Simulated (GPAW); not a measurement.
# Co (Fd-3m) in GPAW: further runs

Runs on Co. Level: PBEsol. Tasks: relaxation of cell and atoms.

All numbers are computed with GPAW 26.7.0; they aren't measurements. Logs are shortened: lines on timing, memory, paths and dates and some standing lists are left out, and cuts for length are marked. The log counts tension as positive stress, the text compression.

## (1) The crystal as given

It takes space group Fd-3m (No. 227, cubic). The conventional cell has a = 6.435 Å, b = 6.435 Å, c = 6.435 Å, α = 90.00°, β = 90.00°, γ = 90.00°. Co (site symmetry -3m) is surrounded by 6 Co at 2.28 Å. Co (site symmetry -43m) is surrounded by 16 Co at 2.67 to 2.79 Å.

This isn't the form of Co at room conditions, which is hcp.

## (2) Relaxation of cell and atoms, PBEsol, collinear spin, ferromagnetic start, target pressure 20 GPa, at which the enthalpy is minimised

run.py reads:

```python
from ase import Atoms
from ase.filters import FrechetCellFilter
from ase.io import write
from ase.optimize import BFGS
from ase.units import GPa
from gpaw import GPAW, PW, setup_paths

setup_paths.insert(0, '.')

atoms = Atoms(['Co', 'Co', 'Co', 'Co', 'Co', 'Co'],
              cell=[[0.0, 3.21737176, 3.21737176],
                    [3.21737176, 0.0, 3.21737176],
                    [3.21737176, 3.21737176, 0.0]],
              scaled_positions=[[0.125, 0.125, 0.125],
                                [0.625, 0.125, 0.125],
                                [0.125, 0.625, 0.125],
                                [0.125, 0.125, 0.625],
                                [0.5, 0.5, 0.5],
                                [0.75, 0.75, 0.75]],
              pbc=True)
atoms.set_initial_magnetic_moments([2.0, 2.0, 2.0, 2.0, 2.0, 2.0])

calc = GPAW(mode=PW(600),
            xc='PBEsol',
            kpts={'size': (5, 5, 5), 'gamma': True},
            occupations={'name': 'fermi-dirac', 'width': 0.05},
            nbands=53,
            convergence={'density': 1e-05, 'forces': 0.0001},
            maxiter=150,
            txt='gpaw.txt')
atoms.calc = calc
opt = BFGS(FrechetCellFilter(atoms, scalar_pressure=20 * GPa), trajectory='relax.traj', logfile='-')
done = opt.run(fmax=0.02, steps=60)
calc.write('gs.gpw')
write('result.traj', atoms)
print('Converged:', done)
print('Cell:', atoms.cell.cellpar().round(4))
print('Volume:', round(atoms.get_volume(), 4))
print(atoms.get_scaled_positions().round(5))
```

Potentials or basis: PAW data sets generated in the run's folder for this functional, pw.

Launch:

```
gpaw-setup -f PBEsol Co
OMP_NUM_THREADS=1 python run.py
```

gpaw.txt:

```text
__  _  _
 | _ |_)|_||  |
 |__||  | ||/\| - 26.7.0

Input parameters:
  mode=PW(ecut=600.0),
  convergence={'density': 1e-05, 'forces': 0.0001},
  kpts=MonkhorstPack(size=(5, 5, 5), gamma=True),
  maxiter=150,
  nbands=53,
  occupations=Occupations(name='fermi-dirac', width=0.05),
  xc=XC(name='PBEsol')

Diagonalizing LCAO Hamiltonian
Converting LCAO to pw mode

                    Co

               Co
        Co
           Co
            Co
       Co

Atoms  # Å, Bohr magnetons
|   | symbol |        x |        y |        z |    initial magnetic moments |
|---|--------|----------|----------|----------|-----------------------------|
| 0 |     Co | 0.804343 | 0.804343 | 0.804343 | ( 0.0000,  0.0000,  2.0000) |
| 1 |     Co | 0.804343 | 2.413029 | 2.413029 | ( 0.0000,  0.0000,  2.0000) |
| 2 |     Co | 2.413029 | 0.804343 | 2.413029 | ( 0.0000,  0.0000,  2.0000) |
| 3 |     Co | 2.413029 | 2.413029 | 0.804343 | ( 0.0000,  0.0000,  2.0000) |
| 4 |     Co | 3.217372 | 3.217372 | 3.217372 | ( 0.0000,  0.0000,  2.0000) |
| 5 |     Co | 4.826058 | 4.826058 | 4.826058 | ( 0.0000,  0.0000,  2.0000) |

Unit cell  # Å
| periodic |        x |        y |        z |  lengths |    angles |
|----------|----------|----------|----------|----------|-----------|
|      yes | 0.000000 | 3.217372 | 3.217372 | 4.550051 | 60.000000 |
|      yes | 3.217372 | 0.000000 | 3.217372 | 4.550051 | 60.000000 |
|      yes | 3.217372 | 3.217372 | 0.000000 | 4.550051 | 60.000000 |

Number of symmetries: 24
Symmetry operations  # r_c * U_cc + t_c -> r_c
|    | kind |            matrix            |
|----|------|------------------------------|
|  0 |  E   |  1, 0, 0,  0, 1, 0,  0, 0, 1 |
|  1 |  σ   |  1, 0, 0,  0, 0, 1,  0, 1, 0 |
|  2 |  σ   |  1, 0,-1,  0, 1,-1,  0, 0,-1 |
|  3 |  C3  |  1, 0,-1,  0, 0,-1,  0, 1,-1 |
|  4 |  C3  |  1,-1, 0,  0,-1, 1,  0,-1, 0 |
|  5 |  σ   |  1,-1, 0,  0,-1, 0,  0,-1, 1 |
|  6 |  σ   |  0, 1, 0,  1, 0, 0,  0, 0, 1 |
|  7 |  C3  |  0, 1, 0,  0, 0, 1,  1, 0, 0 |
|  8 |  C2  |  0, 1,-1,  1, 0,-1,  0, 0,-1 |
|  9 |  S4  |  0, 1,-1,  0, 0,-1,  1, 0,-1 |
| 10 |  C3  |  0, 0, 1,  1, 0, 0,  0, 1, 0 |
| 11 |  σ   |  0, 0, 1,  0, 1, 0,  1, 0, 0 |
| 12 |  S4  |  0, 0,-1,  1, 0,-1,  0, 1,-1 |
| 13 |  C3  |  0, 0,-1,  0, 1,-1,  1, 0,-1 |
| 14 |  S4  |  0,-1, 1,  1,-1, 0,  0,-1, 0 |
| 15 |  C2  |  0,-1, 1,  0,-1, 0,  1,-1, 0 |
| 16 |  C3  |  0,-1, 0,  1,-1, 0,  0,-1, 1 |
| 17 |  S4  |  0,-1, 0,  0,-1, 1,  1,-1, 0 |
| 18 |  S4  | -1, 1, 0, -1, 0, 1, -1, 0, 0 |
| 19 |  C3  | -1, 1, 0, -1, 0, 0, -1, 0, 1 |
| 20 |  C3  | -1, 0, 1, -1, 1, 0, -1, 0, 0 |
| 21 |  S4  | -1, 0, 1, -1, 0, 0, -1, 1, 0 |
| 22 |  σ   | -1, 0, 0, -1, 1, 0, -1, 0, 1 |
| 23 |  C2  | -1, 0, 0, -1, 0, 1, -1, 1, 0 |
[... 206 lines left out ...]
                    Co

               Co
        Co
           Co
            Co
       Co

Atoms  # Å, Bohr magnetons
|   | symbol |        x |        y |        z |    initial magnetic moments |
|---|--------|----------|----------|----------|-----------------------------|
| 0 |     Co | 0.801612 | 0.801612 | 0.801612 | ( 0.0000,  0.0000,  1.8031) |
| 1 |     Co | 0.801612 | 2.404836 | 2.404836 | ( 0.0000,  0.0000,  1.8031) |
| 2 |     Co | 2.404836 | 0.801612 | 2.404836 | ( 0.0000,  0.0000,  1.8031) |
| 3 |     Co | 2.404836 | 2.404836 | 0.801612 | ( 0.0000,  0.0000,  1.8031) |
| 4 |     Co | 3.206448 | 3.206448 | 3.206448 | ( 0.0000,  0.0000,  1.8354) |
| 5 |     Co | 4.809672 | 4.809672 | 4.809672 | ( 0.0000,  0.0000,  1.8354) |

Unit cell  # Å
| periodic |         x |        y |         z |  lengths |    angles |
|----------|-----------|----------|-----------|----------|-----------|
|      yes | -0.000000 | 3.206448 |  3.206448 | 4.534602 | 60.000000 |
|      yes |  3.206448 | 0.000000 |  3.206448 | 4.534602 | 60.000000 |
|      yes |  3.206448 | 3.206448 | -0.000000 | 4.534602 | 60.000000 |

Number of symmetries: 24
Symmetry operations  # r_c * U_cc + t_c -> r_c
|    | kind |            matrix            |
|----|------|------------------------------|
|  0 |  E   |  1, 0, 0,  0, 1, 0,  0, 0, 1 |
|  1 |  σ   |  1, 0, 0,  0, 0, 1,  0, 1, 0 |
|  2 |  σ   |  1, 0,-1,  0, 1,-1,  0, 0,-1 |
|  3 |  C3  |  1, 0,-1,  0, 0,-1,  0, 1,-1 |
|  4 |  C3  |  1,-1, 0,  0,-1, 1,  0,-1, 0 |
|  5 |  σ   |  1,-1, 0,  0,-1, 0,  0,-1, 1 |
|  6 |  σ   |  0, 1, 0,  1, 0, 0,  0, 0, 1 |
|  7 |  C3  |  0, 1, 0,  0, 0, 1,  1, 0, 0 |
|  8 |  C2  |  0, 1,-1,  1, 0,-1,  0, 0,-1 |
|  9 |  S4  |  0, 1,-1,  0, 0,-1,  1, 0,-1 |
| 10 |  C3  |  0, 0, 1,  1, 0, 0,  0, 1, 0 |
| 11 |  σ   |  0, 0, 1,  0, 1, 0,  1, 0, 0 |
| 12 |  S4  |  0, 0,-1,  1, 0,-1,  0, 1,-1 |
| 13 |  C3  |  0, 0,-1,  0, 1,-1,  1, 0,-1 |
| 14 |  S4  |  0,-1, 1,  1,-1, 0,  0,-1, 0 |
| 15 |  C2  |  0,-1, 1,  0,-1, 0,  1,-1, 0 |
| 16 |  C3  |  0,-1, 0,  1,-1, 0,  0,-1, 1 |
| 17 |  S4  |  0,-1, 0,  0,-1, 1,  1,-1, 0 |
| 18 |  S4  | -1, 1, 0, -1, 0, 1, -1, 0, 0 |
| 19 |  C3  | -1, 1, 0, -1, 0, 0, -1, 0, 1 |
| 20 |  C3  | -1, 0, 1, -1, 1, 0, -1, 0, 0 |
| 21 |  S4  | -1, 0, 1, -1, 0, 0, -1, 1, 0 |
| 22 |  σ   | -1, 0, 0, -1, 1, 0, -1, 0, 1 |
| 23 |  C2  | -1, 0, 0, -1, 0, 1, -1, 1, 0 |
[... 203 lines left out ...]
                   Co

              Co
        Co
           Co
            Co
       Co

Atoms  # Å, Bohr magnetons
|   | symbol |        x |        y |        z |    initial magnetic moments |
|---|--------|----------|----------|----------|-----------------------------|
| 0 |     Co | 0.781611 | 0.781611 | 0.781611 | ( 0.0000,  0.0000,  1.7926) |
| 1 |     Co | 0.781611 | 2.344832 | 2.344832 | ( 0.0000,  0.0000,  1.7926) |
| 2 |     Co | 2.344832 | 0.781611 | 2.344832 | ( 0.0000,  0.0000,  1.7926) |
| 3 |     Co | 2.344832 | 2.344832 | 0.781611 | ( 0.0000,  0.0000,  1.7926) |
| 4 |     Co | 3.126442 | 3.126442 | 3.126442 | ( 0.0000,  0.0000,  1.8219) |
| 5 |     Co | 4.689663 | 4.689663 | 4.689663 | ( 0.0000,  0.0000,  1.8219) |

Unit cell  # Å
| periodic |         x |         y |         z |  lengths |    angles |
|----------|-----------|-----------|-----------|----------|-----------|
|      yes | -0.000000 |  3.126442 |  3.126442 | 4.421457 | 60.000000 |
|      yes |  3.126442 | -0.000000 |  3.126442 | 4.421457 | 60.000000 |
|      yes |  3.126442 |  3.126442 | -0.000000 | 4.421457 | 60.000000 |

Number of symmetries: 24
Symmetry operations  # r_c * U_cc + t_c -> r_c
|    | kind |            matrix            |
|----|------|------------------------------|
|  0 |  E   |  1, 0, 0,  0, 1, 0,  0, 0, 1 |
|  1 |  σ   |  1, 0, 0,  0, 0, 1,  0, 1, 0 |
|  2 |  σ   |  1, 0,-1,  0, 1,-1,  0, 0,-1 |
|  3 |  C3  |  1, 0,-1,  0, 0,-1,  0, 1,-1 |
|  4 |  C3  |  1,-1, 0,  0,-1, 1,  0,-1, 0 |
|  5 |  σ   |  1,-1, 0,  0,-1, 0,  0,-1, 1 |
|  6 |  σ   |  0, 1, 0,  1, 0, 0,  0, 0, 1 |
|  7 |  C3  |  0, 1, 0,  0, 0, 1,  1, 0, 0 |
|  8 |  C2  |  0, 1,-1,  1, 0,-1,  0, 0,-1 |
|  9 |  S4  |  0, 1,-1,  0, 0,-1,  1, 0,-1 |
| 10 |  C3  |  0, 0, 1,  1, 0, 0,  0, 1, 0 |
| 11 |  σ   |  0, 0, 1,  0, 1, 0,  1, 0, 0 |
| 12 |  S4  |  0, 0,-1,  1, 0,-1,  0, 1,-1 |
| 13 |  C3  |  0, 0,-1,  0, 1,-1,  1, 0,-1 |
| 14 |  S4  |  0,-1, 1,  1,-1, 0,  0,-1, 0 |
| 15 |  C2  |  0,-1, 1,  0,-1, 0,  1,-1, 0 |
| 16 |  C3  |  0,-1, 0,  1,-1, 0,  0,-1, 1 |
| 17 |  S4  |  0,-1, 0,  0,-1, 1,  1,-1, 0 |
| 18 |  S4  | -1, 1, 0, -1, 0, 1, -1, 0, 0 |
| 19 |  C3  | -1, 1, 0, -1, 0, 0, -1, 0, 1 |
| 20 |  C3  | -1, 0, 1, -1, 1, 0, -1, 0, 0 |
| 21 |  S4  | -1, 0, 1, -1, 0, 0, -1, 1, 0 |
| 22 |  σ   | -1, 0, 0, -1, 1, 0, -1, 0, 1 |
| 23 |  C2  | -1, 0, 0, -1, 0, 1, -1, 1, 0 |
[... 211 lines left out ...]
                   Co

              Co
        Co
           Co
            Co
       Co

Atoms  # Å, Bohr magnetons
|   | symbol |        x |        y |        z |    initial magnetic moments |
|---|--------|----------|----------|----------|-----------------------------|
| 0 |     Co | 0.782377 | 0.782377 | 0.782377 | ( 0.0000,  0.0000,  1.6246) |
| 1 |     Co | 0.782377 | 2.347130 | 2.347130 | ( 0.0000,  0.0000,  1.6246) |
| 2 |     Co | 2.347130 | 0.782377 | 2.347130 | ( 0.0000,  0.0000,  1.6246) |
| 3 |     Co | 2.347130 | 2.347130 | 0.782377 | ( 0.0000,  0.0000,  1.6246) |
| 4 |     Co | 3.129507 | 3.129507 | 3.129507 | ( 0.0000,  0.0000,  1.7235) |
| 5 |     Co | 4.694261 | 4.694261 | 4.694261 | ( 0.0000,  0.0000,  1.7235) |

Unit cell  # Å
| periodic |         x |         y |        z |  lengths |    angles |
|----------|-----------|-----------|----------|----------|-----------|
|      yes | -0.000000 |  3.129507 | 3.129507 | 4.425791 | 60.000000 |
|      yes |  3.129507 | -0.000000 | 3.129507 | 4.425791 | 60.000000 |
|      yes |  3.129507 |  3.129507 | 0.000000 | 4.425791 | 60.000000 |

Number of symmetries: 24
Symmetry operations  # r_c * U_cc + t_c -> r_c
|    | kind |            matrix            |
|----|------|------------------------------|
|  0 |  E   |  1, 0, 0,  0, 1, 0,  0, 0, 1 |
|  1 |  σ   |  1, 0, 0,  0, 0, 1,  0, 1, 0 |
|  2 |  σ   |  1, 0,-1,  0, 1,-1,  0, 0,-1 |
|  3 |  C3  |  1, 0,-1,  0, 0,-1,  0, 1,-1 |
|  4 |  C3  |  1,-1, 0,  0,-1, 1,  0,-1, 0 |
|  5 |  σ   |  1,-1, 0,  0,-1, 0,  0,-1, 1 |
|  6 |  σ   |  0, 1, 0,  1, 0, 0,  0, 0, 1 |
|  7 |  C3  |  0, 1, 0,  0, 0, 1,  1, 0, 0 |
|  8 |  C2  |  0, 1,-1,  1, 0,-1,  0, 0,-1 |
|  9 |  S4  |  0, 1,-1,  0, 0,-1,  1, 0,-1 |
| 10 |  C3  |  0, 0, 1,  1, 0, 0,  0, 1, 0 |
| 11 |  σ   |  0, 0, 1,  0, 1, 0,  1, 0, 0 |
| 12 |  S4  |  0, 0,-1,  1, 0,-1,  0, 1,-1 |
| 13 |  C3  |  0, 0,-1,  0, 1,-1,  1, 0,-1 |
| 14 |  S4  |  0,-1, 1,  1,-1, 0,  0,-1, 0 |
| 15 |  C2  |  0,-1, 1,  0,-1, 0,  1,-1, 0 |
| 16 |  C3  |  0,-1, 0,  1,-1, 0,  0,-1, 1 |
| 17 |  S4  |  0,-1, 0,  0,-1, 1,  1,-1, 0 |
| 18 |  S4  | -1, 1, 0, -1, 0, 1, -1, 0, 0 |
| 19 |  C3  | -1, 1, 0, -1, 0, 0, -1, 0, 1 |
| 20 |  C3  | -1, 0, 1, -1, 1, 0, -1, 0, 0 |
| 21 |  S4  | -1, 0, 1, -1, 0, 0, -1, 1, 0 |
| 22 |  σ   | -1, 0, 0, -1, 1, 0, -1, 0, 1 |
| 23 |  C2  | -1, 0, 0, -1, 0, 1, -1, 1, 0 |
[... 182 lines left out ...]
No gap
No difference between direct/indirect transitions

Stress tensor  # eV/Ang^3
|         x |         y |         z |
|-----------|-----------|-----------|
| -0.124467 | -0.000000 | -0.000000 |
| -0.000000 | -0.124467 | -0.000000 |
| -0.000000 | -0.000000 | -0.124467 |

Forces  # eV/Ang
|        x |        y |        z |
|----------|----------|----------|
| -0.00001 | -0.00001 | -0.00001 |  # Co   0
| -0.00001 |  0.00001 |  0.00001 |  # Co   1
|  0.00001 | -0.00001 |  0.00001 |  # Co   2
|  0.00001 |  0.00001 | -0.00001 |  # Co   3
| -0.00000 |  0.00000 |  0.00000 |  # Co   4
|  0.00000 |  0.00000 |  0.00000 |  # Co   5

# Writing to gs.gpw (mode='')
```

It took 5.5 min on 1 thread of Arm Neoverse V2, shared host; peak memory 0.27 GiB.

What came out:

```
Free energy                                            : -52.0373 eV
Relaxed volume                                         : 10.22 Å³/atom
Relaxed cell                                           : a = 4.426 Å, b = 4.426 Å, c = 4.426 Å, α = 60.00°, β = 60.00°, γ = 60.00°
Space group after relaxing (to 0.05 Å)                 : Fd-3m (No. 227)
Energy change on relaxing (the enthalpy is what falls) : +59.9 meV/atom
Ionic steps                                            : 4
Pressure after relaxing                                : 19.9 GPa
Band gap on the k mesh                                 : none (metal or under the smearing width)
Net moment                                             : 9.72 μB per cell
Site moments                                           : Co +1.64, +1.73 μB
```

The path:
```
step  energy change (eV)  largest force (eV/Å)  pressure (GPa)  volume (Å³)
   1              0.0000                0.0000           -0.62        66.61
   2              0.0079                0.0000            1.64        65.93
   3              0.3829                0.0000           20.80        61.12
   4              0.3595                0.0000           19.94        61.30
```

Final structure:
```cif
data_structure
_symmetry_space_group_name_H-M 'P 1'
_symmetry_Int_Tables_number 1
_cell_length_a 4.4258
_cell_length_b 4.4258
_cell_length_c 4.4258
_cell_angle_alpha 60.000
_cell_angle_beta 60.000
_cell_angle_gamma 60.000
_cell_volume 61.30
loop_
_atom_site_label
_atom_site_type_symbol
_atom_site_fract_x
_atom_site_fract_y
_atom_site_fract_z
_atom_site_occupancy
Co1 Co 0.12500 0.12500 0.12500 1
Co2 Co 0.62500 0.12500 0.12500 1
Co3 Co 0.12500 0.62500 0.12500 1
Co4 Co 0.12500 0.12500 0.62500 1
Co5 Co 0.50000 0.50000 0.50000 1
Co6 Co 0.75000 0.75000 0.75000 1
```

Caveat: each step starts from the last one's moments, so a moment once lost doesn't come back; later steps reuse the first step's grids.

## (3) Relaxation of cell and atoms, PBEsol, collinear spin, ferromagnetic start, target pressure 30 GPa, at which the enthalpy is minimised

run.py, as its differences from that of step 2:

```diff
@@ -31,3 +31,3 @@
 atoms.calc = calc
-opt = BFGS(FrechetCellFilter(atoms, scalar_pressure=20 * GPa), trajectory='relax.traj', logfile='-')
+opt = BFGS(FrechetCellFilter(atoms, scalar_pressure=30 * GPa), trajectory='relax.traj', logfile='-')
 done = opt.run(fmax=0.02, steps=60)
```

Potentials or basis: PAW data sets generated in the run's folder for this functional, pw.

Launch:

```
gpaw-setup -f PBEsol Co
OMP_NUM_THREADS=1 python run.py
```

Wall time 5 min (1 thread of Arm Neoverse V2, shared host); peak memory 0.26 GiB.

It converged, with:

| Item | Value |
| --- | --- |
| Free energy | -51.6861 eV |
| Relaxed volume | 9.86 Å³/atom |
| Relaxed cell | a = 4.374 Å, b = 4.374 Å, c = 4.374 Å, α = 60.00°, β = 60.00°, γ = 60.00° |
| Space group after relaxing (to 0.05 Å) | Fd-3m (No. 227) |
| Energy change on relaxing (the enthalpy is what falls) | +119.2 meV/atom |
| Ionic steps | 4 |
| Pressure after relaxing | 30.0 GPa |
| Band gap on the k mesh | none (metal or under the smearing width) |
| Net moment | 8.93 μB per cell |
| Site moments | Co +1.47, +1.65 μB |

The path:
| step | energy change (eV) | largest force (eV/Å) | pressure (GPa) | volume (Å³) |
| --- | --- | --- | --- | --- |
| 1 | 0.0000 | 0.0000 | -0.62 | 66.61 |
| 2 | 0.0171 | 0.0000 | 2.72 | 65.61 |
| 3 | 0.6795 | 0.0000 | 29.09 | 59.36 |
| 4 | 0.7150 | 0.0000 | 29.95 | 59.18 |

Final structure:
```
Co
1.0
     0.00000    3.09299    3.09299
     3.09299    0.00000    3.09299
     3.09299    3.09299    0.00000
Co
6
Direct
  0.12500 0.12500 0.12500
  0.62500 0.12500 0.12500
  0.12500 0.62500 0.12500
  0.12500 0.12500 0.62500
  0.50000 0.50000 0.50000
  0.75000 0.75000 0.75000
```

Levels at points of the mesh, in eV from the Fermi level:
Spin up:
```
           k point  band 29  band 30  band 31  band 32  band 33  band 34
(0.00, 0.00, 0.00)     0.26     0.26     0.26     1.32     3.05     3.05
```
Spin down:
```csv
k point,band 20,band 21,band 22,band 23,band 24,band 25
"(0.00, 0.00, 0.00)",-0.72,0.06,0.06,0.06,0.60,0.60
```

Caveat: each step starts from the last one's moments, so a moment once lost doesn't come back; later steps reuse the first step's grids.
